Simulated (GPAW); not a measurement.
# Au (Im-3m) in GPAW: further runs

One crystal, Au, is run at these levels: PBEsol; tasks: Fermi surface.

All numbers are computed with GPAW 26.7.0; they aren't measurements. Logs are shortened: lines on timing, memory, paths and dates and some standing lists are left out, and cuts for length are marked. The log counts tension as positive stress, the text compression.

### 1 The structure

It takes space group Im-3m (No. 229, cubic). Conventional cell: a = 3.401 Å, b = 3.401 Å, c = 3.401 Å, α = 90.00°, β = 90.00°, γ = 90.00°. Au (site symmetry m-3m) is surrounded by 8 Au at 2.95 Å.

This isn't the form of Au at room conditions, which is fcc.

### 2 Fermi surface, PBEsol

File run.py:

```python
import json
import numpy as np
from ase import Atoms
from ase.dft.bandgap import bandgap
from ase.io import write
from ase.units import GPa
from gpaw import GPAW, PW, setup_paths

setup_paths.insert(0, '.')

atoms = Atoms(['Au'],
              cell=[[-1.7003340763, 1.7003340763, 1.7003340763],
                    [1.7003340763, -1.7003340763, 1.7003340763],
                    [1.7003340763, 1.7003340763, -1.7003340763]],
              scaled_positions=[[0.0, 0.0, 0.0]],
              pbc=True)

calc = GPAW(mode=PW(510),
            xc='PBEsol',
            kpts={'size': (11, 11, 11), 'gamma': True},
            occupations={'name': 'fermi-dirac', 'width': 0.05},
            nbands=14,
            convergence={'density': 1e-05, 'energy': 1e-05},
            maxiter=150,
            txt='gpaw.txt')
atoms.calc = calc
energy = atoms.get_potential_energy()
forces = atoms.get_forces()
stress = atoms.get_stress()
calc.write('gs.gpw')
write('result.traj', atoms)
print(f'Energy: {energy:.6f} eV')
print('Forces (eV/A):')
print(forces.round(4))
print('Stress (GPa):', (stress / GPa).round(3))
print('Fermi level:', round(calc.get_fermi_level(), 4), 'eV')
print(f'Gap: {bandgap(calc)[0]:.4f} eV, direct: {bandgap(calc, direct=True)[0]:.4f} eV')

size = (18, 18, 18)
dense = calc.fixed_density(kpts={'size': size, 'gamma': True}, update_fermi_level=True,
                           convergence={'bands': 'CBM+2.0', 'eigenstates': 1e-7}, txt='dense.txt')
ef = dense.get_fermi_level()
index = np.round(dense.get_bz_k_points() * size).astype(int) % size
recip = 2 * np.pi * atoms.cell.reciprocal()
sheets = []
for s, e_kn in enumerate(dense.eigenvalues()):
    for n in range(e_kn.shape[1] - 2):
        if e_kn[:, n].min() < ef < e_kn[:, n].max():
            e = np.empty(size)
            e[tuple(index.T)] = e_kn[dense.get_bz_to_ibz_map(), n] - ef
            de = np.array([(np.roll(e, -1, c) - np.roll(e, 1, c)) * size[c] / 2 for c in range(3)])
            v = np.linalg.norm(np.einsum('vc,cxyz->vxyz', np.linalg.inv(recip), de), axis=0)
            w = np.exp(-(e / 0.1)**2) / (0.1 * np.pi**0.5)
            sheets.append({'spin': s, 'band': n, 'filled': (e < 0).mean(), 'dos': w.mean(), 'bottom': e.min(), 'top': e.max(),
                           'velocity': (w * v).sum() / w.sum() * 1.519267e5, 'slice': e[:, :, 0].round(3).tolist()})
            print(f'spin {s} band {n}: filled share {sheets[-1]["filled"]:.3f}, from {e.min():.3f} to {e.max():.3f} eV,',
                  f'{w.mean():.3f} states/eV, mean velocity {sheets[-1]["velocity"]:.3e} m/s')
print('Fermi level on the dense mesh:', round(ef, 4), 'eV,', len(sheets), 'sheets')
json.dump({'ef': ef, 'sheets': sheets}, open('fermi.json', 'w'))
```

Potentials or basis: PAW data sets generated in the run's folder for this functional, pw.

The run is started by

```
$ gpaw-setup -f PBEsol Au
$ OMP_NUM_THREADS=1 python run.py
```

gpaw.txt:

```text
__  _  _
 | _ |_)|_||  |
 |__||  | ||/\| - 26.7.0

Input parameters:
  mode=PW(ecut=510.0),
  convergence={'density': 1e-05, 'energy': 1e-05},
  kpts=MonkhorstPack(size=(11, 11, 11), gamma=True),
  maxiter=150,
  nbands=14,
  occupations=Occupations(name='fermi-dirac', width=0.05),
  xc=XC(name='PBEsol')

Diagonalizing LCAO Hamiltonian
Converting LCAO to pw mode

       Au

Atoms  # Å, Bohr magnetons
|   | symbol |        x |        y |        z |    initial magnetic moments |
|---|--------|----------|----------|----------|-----------------------------|
| 0 |     Au | 0.000000 | 0.000000 | 0.000000 | ( 0.0000,  0.0000,  0.0000) |

Unit cell  # Å
| periodic |         x |         y |         z |  lengths |     angles |
|----------|-----------|-----------|-----------|----------|------------|
|      yes | -1.700334 |  1.700334 |  1.700334 | 2.945065 | 109.471221 |
|      yes |  1.700334 | -1.700334 |  1.700334 | 2.945065 | 109.471221 |
|      yes |  1.700334 |  1.700334 | -1.700334 | 2.945065 | 109.471221 |

Number of symmetries: 48
Symmetry operations  # r_c * U_cc + t_c -> r_c
|    | kind |            matrix            |
|----|------|------------------------------|
|  0 |  σ   |  1, 1, 1,  0, 0,-1,  0,-1, 0 |
|  1 |  C4  |  1, 1, 1,  0, 0,-1, -1, 0, 0 |
|  2 |  C2  |  1, 1, 1,  0,-1, 0,  0, 0,-1 |
|  3 |  S6  |  1, 1, 1,  0,-1, 0, -1, 0, 0 |
|  4 |  S6  |  1, 1, 1, -1, 0, 0,  0, 0,-1 |
|  5 |  C4  |  1, 1, 1, -1, 0, 0,  0,-1, 0 |
|  6 |  E   |  1, 0, 0,  0, 1, 0,  0, 0, 1 |
|  7 |  σ   |  1, 0, 0,  0, 1, 0, -1,-1,-1 |
|  8 |  σ   |  1, 0, 0,  0, 0, 1,  0, 1, 0 |
|  9 |  C3  |  1, 0, 0,  0, 0, 1, -1,-1,-1 |
| 10 |  C3  |  1, 0, 0, -1,-1,-1,  0, 1, 0 |
| 11 |  σ   |  1, 0, 0, -1,-1,-1,  0, 0, 1 |
| 12 |  σ   |  0, 1, 0,  1, 0, 0,  0, 0, 1 |
| 13 |  C2  |  0, 1, 0,  1, 0, 0, -1,-1,-1 |
| 14 |  C3  |  0, 1, 0,  0, 0, 1,  1, 0, 0 |
| 15 |  S4  |  0, 1, 0,  0, 0, 1, -1,-1,-1 |
| 16 |  S4  |  0, 1, 0, -1,-1,-1,  1, 0, 0 |
| 17 |  C3  |  0, 1, 0, -1,-1,-1,  0, 0, 1 |
| 18 |  C3  |  0, 0, 1,  1, 0, 0,  0, 1, 0 |
| 19 |  S4  |  0, 0, 1,  1, 0, 0, -1,-1,-1 |
| 20 |  σ   |  0, 0, 1,  0, 1, 0,  1, 0, 0 |
| 21 |  C3  |  0, 0, 1,  0, 1, 0, -1,-1,-1 |
| 22 |  C2  |  0, 0, 1, -1,-1,-1,  1, 0, 0 |
| 23 |  S4  |  0, 0, 1, -1,-1,-1,  0, 1, 0 |
| 24 |  C4  |  0, 0,-1,  1, 1, 1,  0,-1, 0 |
| 25 |  σ   |  0, 0,-1,  1, 1, 1, -1, 0, 0 |
| 26 |  S6  |  0, 0,-1,  0,-1, 0,  1, 1, 1 |
| 27 |  C2  |  0, 0,-1,  0,-1, 0, -1, 0, 0 |
| 28 |  C4  |  0, 0,-1, -1, 0, 0,  1, 1, 1 |
| 29 |  S6  |  0, 0,-1, -1, 0, 0,  0,-1, 0 |
| 30 |  S6  |  0,-1, 0,  1, 1, 1,  0, 0,-1 |
| 31 |  C4  |  0,-1, 0,  1, 1, 1, -1, 0, 0 |
| 32 |  C4  |  0,-1, 0,  0, 0,-1,  1, 1, 1 |
| 33 |  S6  |  0,-1, 0,  0, 0,-1, -1, 0, 0 |
| 34 |  σ   |  0,-1, 0, -1, 0, 0,  1, 1, 1 |
| 35 |  C2  |  0,-1, 0, -1, 0, 0,  0, 0,-1 |
| 36 |  C2  | -1, 0, 0,  1, 1, 1,  0, 0,-1 |
| 37 |  S6  | -1, 0, 0,  1, 1, 1,  0,-1, 0 |
| 38 |  S6  | -1, 0, 0,  0, 0,-1,  1, 1, 1 |
| 39 |  C2  | -1, 0, 0,  0, 0,-1,  0,-1, 0 |
| 40 |  C2  | -1, 0, 0,  0,-1, 0,  1, 1, 1 |
| 41 |  i   | -1, 0, 0,  0,-1, 0,  0, 0,-1 |
| 42 |  S4  | -1,-1,-1,  1, 0, 0,  0, 1, 0 |
| 43 |  C3  | -1,-1,-1,  1, 0, 0,  0, 0, 1 |
| 44 |  C3  | -1,-1,-1,  0, 1, 0,  1, 0, 0 |
| 45 |  σ   | -1,-1,-1,  0, 1, 0,  0, 0, 1 |
| 46 |  S4  | -1,-1,-1,  0, 0, 1,  1, 0, 0 |
| 47 |  C2  | -1,-1,-1,  0, 0, 1,  0, 1, 0 |

BZ-sampling:
  Number of BZ points: 1331
  Number of IBZ points: 56

  Monkhorst-Pack size: [11, 11, 11]
  Monkhorst-Pack shift: [0, 0, 0]

K-points  # in reciprocal-cell coordinates
|     |                                coordinates |     weight |
|-----|--------------------------------------------|------------|
|   0 | (  0.00000000,   0.00000000,   0.00000000) | 0.00075131 |
|   1 | (  0.09090909,   0.00000000,   0.00000000) | 0.00901578 |
|   2 | (  0.09090909,   0.09090909,  -0.09090909) | 0.00450789 |
|   3 | (  0.18181818,   0.00000000,  -0.09090909) | 0.01803156 |
|   4 | (  0.18181818,   0.00000000,   0.00000000) | 0.00901578 |
|   5 | (  0.18181818,   0.09090909,  -0.09090909) | 0.01803156 |
|   6 | (  0.18181818,   0.18181818,  -0.18181818) | 0.00450789 |
|   7 | (  0.27272727,  -0.09090909,  -0.09090909) | 0.00601052 |
|   8 | (  0.27272727,   0.00000000,  -0.09090909) | 0.03606311 |
|   9 | (  0.27272727,   0.00000000,   0.00000000) | 0.00901578 |
| ... |                                            |            |
|  55 | (  0.45454545,   0.45454545,   0.45454545) | 0.00601052 |

Plane wave coefficients: 531
Cutoff: 510.0 eV

Spin-components: 1 (collinear spins)
Bands:           14
Projectors:      6
Spin-degeneracy: 2
Datatype:        complex128

Parallelization:
  kpt:    1
  domain: 1
  band:   1

Density:
  Valence electrons: 11.0
  Components: 1
  Grid points: [16 16 16]
  Charge: 0.0  # |e|

Potential:
  Grid points: [16 16 16]

species:
  Au:
    name:    Gold
    Z:       79.0
    valence: 11
    core:    68
    charge:  0.0  # [|e|]
    compensation charges:
      type: gauss
      rc: 0.42  # [Å]
      lmax: 2
    cutoffs:
      filter: 2.33  # [Å]
      core: 2.81  # [Å]
    projectors
    | kind |    occ | energy [eV] | rcut [Å] |
    |------|--------|-------------|----------|
    |   6s |  1.000 |      -5.766 |    1.323 |
    |   6p |  0.000 |      -0.708 |    1.323 |
    |   5d | 10.000 |      -6.915 |    1.323 |
    |    s |        |      21.446 |    1.323 |
    |    p |        |      26.504 |    1.323 |
    |    d |        |      20.296 |    1.323 |

    Using partial waves for Au as LCAO basis

Reference energy: -516455.655722  # eV

eigensolver:
  PPCG
  Converge bands: occupied
  niter=2

density mixing:
  MSR1-Mixer
  Pratt-step length: 0.05
  Maximum mixing coefficient: 0.75
  Old densities: 10
  SVD Regularization: 0.005
  Good broyden scale: 1.0
  Trust region scale: 1.0
  Backstep threshold: 4.0
  History deletion threshold: 6.0
  Fourier metric: weight=20.0, sigma=0.015

occupation numbers:
  Fermi-Dirac:
    width: 0.0500  # eV

poisson solver:
  ecut: 4080.0  # eV

xc functional:
  name: PBEsol with 2 nearest neighbor stencil

convergence criteria:
- Maximum integral of absolute [dens]ity change: 1e-05 electrons / valence electron
- Maximum [total energy] change in last 3 cyles: 1e-05 eV / valence electron
- Maximum integral of absolute [eigenst]ate change: 4e-08 eV^2 / valence electron
maximum number of iterations: 150

SCF iterations
|iter     | |      energy | eigst |  dens |
|---------|-|-------------|-------|-------|
|iter:   1| |   -4.001824 | -0.58 |       |
|iter:   2| |   -3.929314 | -2.90 | -1.07 |
|iter:   3| |   -3.684250 | -2.14 | -1.12 |
|iter:   4| |   -3.682353 | -4.73 | -2.02 |
|iter:   5| |   -3.681778 | -4.59 | -2.32 |
|iter:   6| |   -3.681778 | -6.97 | -3.92 |
|iter:   7| |   -3.681777c| -7.56c| -4.27 |
|iter:   8| |   -3.681777c| -8.87c| -5.25c|

Converged in 8 steps
Energy contributions relative to reference atoms: (reference = -516455.655722)

Energy contributions:
  Kinetic:         -18.075057
  Coulomb:          15.231145
  Zero:              0.129990
  External:          0.000000
  Xc:               -0.965216
  Entropy:          -0.005279
  Spinorbit:         0.000000
  ----------------------------
  Free energy:      -3.684417
  Extrapolated:     -3.681777

dipole moment: (-5.805204, -5.805204, -5.805204)  # |e|*Ang

Fermi level: 7.386
Eigenvalues  # (at kpt = [0.000, 0.000, 0.000])
| band index |      eig [eV] | occ [0-2] |
|------------|---------------|-----------|
|          0 |        -0.973 |     2.000 |
|          1 |         3.372 |     2.000 |
|          2 |         3.372 |     2.000 |
|          3 |         3.372 |     2.000 |
|          4 |         4.907 |     2.000 |
|          5 |         4.907 |     2.000 |
|          6 |        24.915 |     0.000 |
|          7 |        24.915 |     0.000 |
|          8 |        24.915 |     0.000 |
|          9 |        29.488 |     0.000 |
|         10 |        29.488 |     0.000 |
|         11 |        29.488 |     0.000 |
|         12 |        30.968 |     0.000 |
|         13 |        30.968 |     0.000 |

No gap
No difference between direct/indirect transitions

Forces  # eV/Ang
|        x |       y |       z |
|----------|---------|---------|
| -0.00000 | 0.00000 | 0.00000 |  # Au   0

Stress tensor  # eV/Ang^3
|         x |         y |         z |
|-----------|-----------|-----------|
|  0.091389 | -0.000000 | -0.000000 |
| -0.000000 |  0.091389 | -0.000000 |
| -0.000000 | -0.000000 |  0.091389 |

# Writing to gs.gpw (mode='')
```

Run time: 23 s. Hardware: 1 thread of Arm Neoverse V1, shared host; peak memory 0.17 GiB.

What came out:

```
Free energy            : -3.6844 eV
Pressure               : -14.6 GPa
Band gap on the k mesh : none (metal or under the smearing width)
```

Caveat: with this Au data set, volumes or pressures lay over 1.5 % or 2 GPa off other programs in two to four cells of ten; the cutoff is short for stress and forces, so pressures can be off by a GPa or more.

### 3 Fermi surface, PBEsol

This run uses another cell than the first one, of 16.02 Å³/atom, 0.815 times its volume.

run.py: that of step 2 with these lines changed.

```diff
@@ -11,5 +11,5 @@
 atoms = Atoms(['Au'],
-              cell=[[-1.7003340763, 1.7003340763, 1.7003340763],
-                    [1.7003340763, -1.7003340763, 1.7003340763],
-                    [1.7003340763, 1.7003340763, -1.7003340763]],
+              cell=[[-1.588134319, 1.588134319, 1.588134319],
+                    [1.588134319, -1.588134319, 1.588134319],
+                    [1.588134319, 1.588134319, -1.588134319]],
               scaled_positions=[[0.0, 0.0, 0.0]],
```

Potentials or basis: PAW data sets generated in the run's folder for this functional, pw.

The run is started by

```
$ gpaw-setup -f PBEsol Au
$ OMP_NUM_THREADS=1 python run.py
```

gpaw.txt:

```text
__  _  _
 | _ |_)|_||  |
 |__||  | ||/\| - 26.7.0

Input parameters:
  mode=PW(ecut=510.0),
  convergence={'density': 1e-05, 'energy': 1e-05},
  kpts=MonkhorstPack(size=(11, 11, 11), gamma=True),
  maxiter=150,
  nbands=14,
  occupations=Occupations(name='fermi-dirac', width=0.05),
  xc=XC(name='PBEsol')

Diagonalizing LCAO Hamiltonian
Converting LCAO to pw mode

       Au

Atoms  # Å, Bohr magnetons
|   | symbol |        x |        y |        z |    initial magnetic moments |
|---|--------|----------|----------|----------|-----------------------------|
| 0 |     Au | 0.000000 | 0.000000 | 0.000000 | ( 0.0000,  0.0000,  0.0000) |

Unit cell  # Å
| periodic |         x |         y |         z |  lengths |     angles |
|----------|-----------|-----------|-----------|----------|------------|
|      yes | -1.588134 |  1.588134 |  1.588134 | 2.750729 | 109.471221 |
|      yes |  1.588134 | -1.588134 |  1.588134 | 2.750729 | 109.471221 |
|      yes |  1.588134 |  1.588134 | -1.588134 | 2.750729 | 109.471221 |

Number of symmetries: 48
Symmetry operations  # r_c * U_cc + t_c -> r_c
|    | kind |            matrix            |
|----|------|------------------------------|
|  0 |  σ   |  1, 1, 1,  0, 0,-1,  0,-1, 0 |
|  1 |  C4  |  1, 1, 1,  0, 0,-1, -1, 0, 0 |
|  2 |  C2  |  1, 1, 1,  0,-1, 0,  0, 0,-1 |
|  3 |  S6  |  1, 1, 1,  0,-1, 0, -1, 0, 0 |
|  4 |  S6  |  1, 1, 1, -1, 0, 0,  0, 0,-1 |
|  5 |  C4  |  1, 1, 1, -1, 0, 0,  0,-1, 0 |
|  6 |  E   |  1, 0, 0,  0, 1, 0,  0, 0, 1 |
|  7 |  σ   |  1, 0, 0,  0, 1, 0, -1,-1,-1 |
|  8 |  σ   |  1, 0, 0,  0, 0, 1,  0, 1, 0 |
|  9 |  C3  |  1, 0, 0,  0, 0, 1, -1,-1,-1 |
| 10 |  C3  |  1, 0, 0, -1,-1,-1,  0, 1, 0 |
| 11 |  σ   |  1, 0, 0, -1,-1,-1,  0, 0, 1 |
| 12 |  σ   |  0, 1, 0,  1, 0, 0,  0, 0, 1 |
| 13 |  C2  |  0, 1, 0,  1, 0, 0, -1,-1,-1 |
| 14 |  C3  |  0, 1, 0,  0, 0, 1,  1, 0, 0 |
| 15 |  S4  |  0, 1, 0,  0, 0, 1, -1,-1,-1 |
| 16 |  S4  |  0, 1, 0, -1,-1,-1,  1, 0, 0 |
| 17 |  C3  |  0, 1, 0, -1,-1,-1,  0, 0, 1 |
| 18 |  C3  |  0, 0, 1,  1, 0, 0,  0, 1, 0 |
| 19 |  S4  |  0, 0, 1,  1, 0, 0, -1,-1,-1 |
| 20 |  σ   |  0, 0, 1,  0, 1, 0,  1, 0, 0 |
| 21 |  C3  |  0, 0, 1,  0, 1, 0, -1,-1,-1 |
| 22 |  C2  |  0, 0, 1, -1,-1,-1,  1, 0, 0 |
| 23 |  S4  |  0, 0, 1, -1,-1,-1,  0, 1, 0 |
| 24 |  C4  |  0, 0,-1,  1, 1, 1,  0,-1, 0 |
| 25 |  σ   |  0, 0,-1,  1, 1, 1, -1, 0, 0 |
| 26 |  S6  |  0, 0,-1,  0,-1, 0,  1, 1, 1 |
| 27 |  C2  |  0, 0,-1,  0,-1, 0, -1, 0, 0 |
| 28 |  C4  |  0, 0,-1, -1, 0, 0,  1, 1, 1 |
| 29 |  S6  |  0, 0,-1, -1, 0, 0,  0,-1, 0 |
[... 79 lines left out ...]
    projectors
    | kind |    occ | energy [eV] | rcut [Å] |
    |------|--------|-------------|----------|
    |   6s |  1.000 |      -5.766 |    1.323 |
    |   6p |  0.000 |      -0.708 |    1.323 |
    |   5d | 10.000 |      -6.915 |    1.323 |
    |    s |        |      21.446 |    1.323 |
    |    p |        |      26.504 |    1.323 |
    |    d |        |      20.296 |    1.323 |

    Using partial waves for Au as LCAO basis

Reference energy: -516455.655722  # eV

eigensolver:
  PPCG
  Converge bands: occupied
  niter=2

density mixing:
  MSR1-Mixer
  Pratt-step length: 0.05
  Maximum mixing coefficient: 0.75
  Old densities: 10
  SVD Regularization: 0.005
  Good broyden scale: 1.0
  Trust region scale: 1.0
  Backstep threshold: 4.0
  History deletion threshold: 6.0
  Fourier metric: weight=20.0, sigma=0.015

occupation numbers:
  Fermi-Dirac:
    width: 0.0500  # eV

poisson solver:
  ecut: 4080.0  # eV

xc functional:
  name: PBEsol with 2 nearest neighbor stencil

convergence criteria:
- Maximum integral of absolute [dens]ity change: 1e-05 electrons / valence electron
- Maximum [total energy] change in last 3 cyles: 1e-05 eV / valence electron
- Maximum integral of absolute [eigenst]ate change: 4e-08 eV^2 / valence electron
maximum number of iterations: 150

SCF iterations
|iter     | |      energy | eigst |  dens |
|---------|-|-------------|-------|-------|
|iter:   1| |   -4.075687 | -0.36 |       |
|iter:   2| |   -4.006930 | -2.88 | -1.07 |
|iter:   3| |   -3.737097 | -2.21 | -1.11 |
|iter:   4| |   -3.733552 | -4.16 | -2.07 |
|iter:   5| |   -3.732324 | -4.13 | -2.38 |
|iter:   6| |   -3.732322 | -7.11 | -3.73 |
|iter:   7| |   -3.732322c| -7.31 | -4.04 |
|iter:   8| |   -3.732322c| -8.89c| -5.20c|

Converged in 8 steps
Energy contributions relative to reference atoms: (reference = -516455.655722)

Energy contributions:
  Kinetic:          -2.664257
  Coulomb:           2.138446
  Zero:              0.168154
  External:          0.000000
  Xc:               -3.372560
  Entropy:          -0.004211
  Spinorbit:         0.000000
  ----------------------------
  Free energy:      -3.734428
  Extrapolated:     -3.732322

dipole moment: (-5.449702, -5.449702, -5.449702)  # |e|*Ang

Fermi level: 10.727
Eigenvalues  # (at kpt = [0.000, 0.000, 0.000])
| band index |      eig [eV] | occ [0-2] |
|------------|---------------|-----------|
|          0 |         0.306 |     2.000 |
|          1 |         5.660 |     2.000 |
|          2 |         5.660 |     2.000 |
|          3 |         5.660 |     2.000 |
|          4 |         7.793 |     2.000 |
|          5 |         7.793 |     2.000 |
|          6 |        28.880 |     0.000 |
|          7 |        28.880 |     0.000 |
|          8 |        28.880 |     0.000 |
|          9 |        36.637 |     0.000 |
|         10 |        36.637 |     0.000 |
|         11 |        36.777 |     0.000 |
|         12 |        36.777 |     0.000 |
|         13 |        36.777 |     0.000 |

No gap
No difference between direct/indirect transitions

Forces  # eV/Ang
|       x |       y |       z |
|---------|---------|---------|
| 0.00000 | 0.00000 | 0.00000 |  # Au   0

Stress tensor  # eV/Ang^3
|         x |         y |         z |
|-----------|-----------|-----------|
| -0.105196 | -0.000000 | -0.000000 |
| -0.000000 | -0.105196 |  0.000000 |
| -0.000000 |  0.000000 | -0.105196 |

# Writing to gs.gpw (mode='')
```

dense.txt:

```text
Diagonalizing LCAO Hamiltonian
Converting LCAO to pw mode
convergence criteria:
- Maximum integral of absolute [eigenst]ate change: 1e-07 eV^2 / valence electron
maximum number of iterations: 150

SCF iterations
|iter     | |      energy | eigst |  dens |
|---------|-|-------------|-------|-------|
|iter:   1| |             | -0.75 |       |
|iter:   2| |             | -2.58 |       |
|iter:   3| |             | -4.01 |       |
|iter:   4| |             | -5.77 |       |
|iter:   5| |             | -7.19c|       |
SCF steps: 5
  __  _  _
 | _ |_)|_||  |
 |__||  | ||/\| - 26.7.0

Input parameters:
  mode=PW(ecut=510.0),
  convergence={'bands': 'CBM+2.0', 'eigenstates': 1e-07},
  gpts=array([15, 15, 15]),
  kpts=MonkhorstPack(size=(18, 18, 18), gamma=True),
  maxiter=150,
  nbands=14,
  occupations=Occupations(name='fermi-dirac', width=0.05),
  xc=XC(name='PBEsol')
```

It took 23 s on 1 thread of Arm Neoverse V1, shared host; peak memory 0.16 GiB.

Results:

| Item | Value |
| --- | --- |
| Free energy | -3.7344 eV |
| Pressure | 16.9 GPa |
| Band gap on the k mesh | none (metal or under the smearing width) |

Levels at points of the mesh, in eV from the Fermi level:
```csv
k point,band 1,band 2,band 3,band 4,band 5,band 6,band 7,band 8,band 9,band 10
"(0.00, 0.00, 0.00)",-10.42,-5.07,-5.07,-5.07,-2.93,-2.93,18.15,18.15,18.15,25.91
```

Caveat: with this Au data set, volumes or pressures lay over 1.5 % or 2 GPa off other programs in two to four cells of ten; the cutoff is short for stress and forces, so pressures can be off by a GPa or more. The run has no spin-orbit coupling, so splittings on Au are missing.
